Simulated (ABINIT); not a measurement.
# WC (Fm-3m) in ABINIT: equation of state

How stiff is WC in PBEsol, and what volume does it want? The cell is scaled to several volumes.

All numbers are computed with ABINIT 10.8.3 (patched build); they aren't measurements. Logs are shortened: lines on timing, memory, paths and dates and some standing lists are left out, and cuts for length are marked. The log counts tension as positive stress, the text compression.

## (1) Starting point

It takes space group Fm-3m (No. 225, cubic). The conventional cell has a = 4.385 Å, b = 4.385 Å, c = 4.385 Å, α = 90.00°, β = 90.00°, γ = 90.00°. W (site symmetry m-3m) is surrounded by 6 C at 2.19 Å. Around C (site symmetry m-3m) lie 6 W at 2.19 Å.

Measurements of this composition are mostly on another form, of space group No. 187.

## (2) Equation of state, PBEsol

Contents of run.abi:

```
ndtset 7
getwfk -1
scalecart1 3*0.9795861087
scalecart2 3*0.9864848297
scalecart3 3*0.9932883884
scalecart4 3*1.0000000000
scalecart5 3*1.0066227096
scalecart6 3*1.0131594038
scalecart7 3*1.0196128224

pp_dirpath "./"
pseudos "W.upf, C.upf"

acell 3*1.0 Angstrom
rprim
     0.0000000000     2.1926840000     2.1926840000
     2.1926840000     0.0000000000     2.1926840000
     2.1926840000     2.1926840000     0.0000000000
ntypat 2
znucl 74 6
natom 2
typat 1 2
xred
     0.0000000000     0.0000000000     0.0000000000
     0.5000000000     0.5000000000     0.5000000000

ecut 1115.666836 eV

kptopt 1
ngkpt 10 10 10
nshiftk 1
shiftk 0.0 0.0 0.0

ixc -116133

nband 13
occopt 3
tsmear 0.05 eV

nstep 100
tolvrs 1.0e-10

iomode 3
prtwf 1
prtden 0
prteig 0
prtebands 0
enunit 1
```

Potentials or basis: PseudoDojo NC SR PBEsol v0.4.1 standard.

Started as:

```console
$ abinit run.abi > log 2>&1
```

run.abo:

```text
.Version 10.8.3 of ABINIT
 DATASET    1 : space group Fm -3 m (#225); Bravais cF (face-center cubic)
================================================================================
 Values of the parameters that define the memory need for DATASET  1.
     intxc =       0    ionmov =       0      iscf =       7    lmnmax =       8
     lnmax =       8     mgfft =      36  mpssoang =       4    mqgrid =    3001
     natom =       2  nloc_mem =       1    nspden =       1   nspinor =       1
    nsppol =       1      nsym =      48    n1xccc =    2501    ntypat =       2
    occopt =       3   xclevel =       2
       mpw =        1701          nfft =       46656          nkpt =          47
================================================================================
================================================================================
[... 61 lines left out ...]
 DATASET    7 : space group Fm -3 m (#225); Bravais cF (face-center cubic)
================================================================================
 Values of the parameters that define the memory need for DATASET  7.
     intxc =       0    ionmov =       0      iscf =       7    lmnmax =       8
     lnmax =       8     mgfft =      36  mpssoang =       4    mqgrid =    3001
     natom =       2  nloc_mem =       1    nspden =       1   nspinor =       1
    nsppol =       1      nsym =      48    n1xccc =    2501    ntypat =       2
    occopt =       3   xclevel =       2
       mpw =        1916          nfft =       46656          nkpt =          47
================================================================================
================================================================================

--------------------------------------------------------------------------------
------------- Echo of variables that govern the present computation ------------
--------------------------------------------------------------------------------
 -outvars: echo values of preprocessed input variables --------
            acell      1.8897261259E+00  1.8897261259E+00  1.8897261259E+00 Bohr
              amu      1.83850000E+02  1.20110000E+01
             ecut      4.10000000E+01 Hartree
           enunit           1
           getwfk          -1
              ixc     -116133
           jdtset        1    2    3    4    5    6    7
         kptrlatt       10    0    0      0   10    0      0    0   10
          kptrlen1     5.74027278E+01
          kptrlen2     5.78069857E+01
          kptrlen3     5.82056671E+01
          kptrlen4     5.85989606E+01
          kptrlen5     5.89870445E+01
          kptrlen6     5.93700880E+01
          kptrlen7     5.97482516E+01
            natom           2
            nband          13
           ndtset           7
            ngfft          36      36      36
             nkpt          47
[... 58 lines left out ...]
            xcart7     0.0000000000E+00  0.0000000000E+00  0.0000000000E+00
                       4.2248393871E+00  4.2248393871E+00  4.2248393871E+00
             xred      0.0000000000E+00  0.0000000000E+00  0.0000000000E+00
                       5.0000000000E-01  5.0000000000E-01  5.0000000000E-01
            znucl       74.00000    6.00000

================================================================================

 chkinp: Checking input parameters for consistency, jdtset=   1.

 chkinp: Checking input parameters for consistency, jdtset=   2.
[... 29 lines left out ...]
 getcut: wavevector=  0.0000  0.0000  0.0000  ngfft=  36  36  36
         ecut(hartree)=     41.000   => boxcut(ratio)=   2.17577

--- Pseudopotential description ------------------------------------------------
- pspini: atom type   1  psp file is ./W.upf
12 -116133 3 -1 1396                          pspcod,pspxc,lmax,lloc,mmax
     nproj     2     2     2     2

- pspini: atom type   2  psp file is ./C.upf
12 -116133 1 -1 1248                          pspcod,pspxc,lmax,lloc,mmax
     nproj     2     2     0     0

   2.85529726E+02                                ecore*ucvol(ha*bohr**3)
--------------------------------------------------------------------------------

================================================================================

--- !BeginCycle
iteration_state: {dtset: 1, }
solver: {iscf: 7, nstep: 100, nline: 4, wfoptalg: 0, }
tolerances: {tolvrs: 1.00E-10, }
...
[... 977 lines left out ...]
-Cartesian components of stress tensor (GPa)         [Pressure= -2.7595E+01 GPa]
- sigma(1 1)=  2.75945367E+01  sigma(3 2)=  0.00000000E+00
- sigma(2 2)=  2.75945367E+01  sigma(3 1)=  0.00000000E+00
- sigma(3 3)=  2.75945367E+01  sigma(2 1)=  0.00000000E+00

== END DATASET(S) ==============================================================
================================================================================

 -outvars: echo values of variables after computation  --------
            acell      1.8897261259E+00  1.8897261259E+00  1.8897261259E+00 Bohr
           etotal1    -8.1820183299E+01
           etotal2    -8.1821173151E+01
           etotal3    -8.1821328423E+01
           etotal4    -8.1820735089E+01
           etotal5    -8.1819469556E+01
           etotal6    -8.1817601983E+01
           etotal7    -8.1815194973E+01
            fcart1    -0.0000000000E+00 -0.0000000000E+00 -0.0000000000E+00
                      -0.0000000000E+00 -0.0000000000E+00 -0.0000000000E+00
            fcart2    -0.0000000000E+00 -0.0000000000E+00 -0.0000000000E+00
                      -0.0000000000E+00 -0.0000000000E+00 -0.0000000000E+00
            fcart3    -0.0000000000E+00 -0.0000000000E+00 -0.0000000000E+00
                      -0.0000000000E+00 -0.0000000000E+00 -0.0000000000E+00
            fcart4    -0.0000000000E+00 -0.0000000000E+00 -0.0000000000E+00
                      -0.0000000000E+00 -0.0000000000E+00 -0.0000000000E+00
            fcart5    -0.0000000000E+00 -0.0000000000E+00 -0.0000000000E+00
                      -0.0000000000E+00 -0.0000000000E+00 -0.0000000000E+00
[... 38 lines left out ...]
                       0.0000000000E+00  0.0000000000E+00  0.0000000000E+00
           xangst1     0.0000000000E+00  0.0000000000E+00  0.0000000000E+00
                       2.1479227872E+00  2.1479227872E+00  2.1479227872E+00
           xangst2     0.0000000000E+00  0.0000000000E+00  0.0000000000E+00
                       2.1630495023E+00  2.1630495023E+00  2.1630495023E+00
           xangst3     0.0000000000E+00  0.0000000000E+00  0.0000000000E+00
                       2.1779675566E+00  2.1779675566E+00  2.1779675566E+00
           xangst4     0.0000000000E+00  0.0000000000E+00  0.0000000000E+00
                       2.1926840000E+00  2.1926840000E+00  2.1926840000E+00
           xangst5     0.0000000000E+00  0.0000000000E+00  0.0000000000E+00
                       2.2072055094E+00  2.2072055094E+00  2.2072055094E+00
           xangst6     0.0000000000E+00  0.0000000000E+00  0.0000000000E+00
                       2.2215384142E+00  2.2215384142E+00  2.2215384142E+00
           xangst7     0.0000000000E+00  0.0000000000E+00  0.0000000000E+00
                       2.2356887219E+00  2.2356887219E+00  2.2356887219E+00
             xred      0.0000000000E+00  0.0000000000E+00  0.0000000000E+00
                       5.0000000000E-01  5.0000000000E-01  5.0000000000E-01
 Calculation completed.
```

Run time: 5.6 min. Hardware: 1 thread of Arm Neoverse N1, shared host; peak memory 0.11 GiB.

What came out:

```yaml
Equilibrium_volume: 10.27 Å³/atom
Bulk_modulus: 389 GPa
Pressure_derivative_of_the_bulk_modulus: 4.3
```

Energy against volume, from the lowest point:
```tsv
volume (Å³/atom)	energy (meV/atom)
9.910	15.58
10.120	2.11
10.331	0.00
10.542	8.07
10.753	25.29
10.964	50.70
11.175	83.45
```

Caveat: pressures at fixed basis lie under the slope of the energies; the highest band is partly filled, so the run has too few bands. Spin-orbit coupling is left out, which matters for the levels of W.
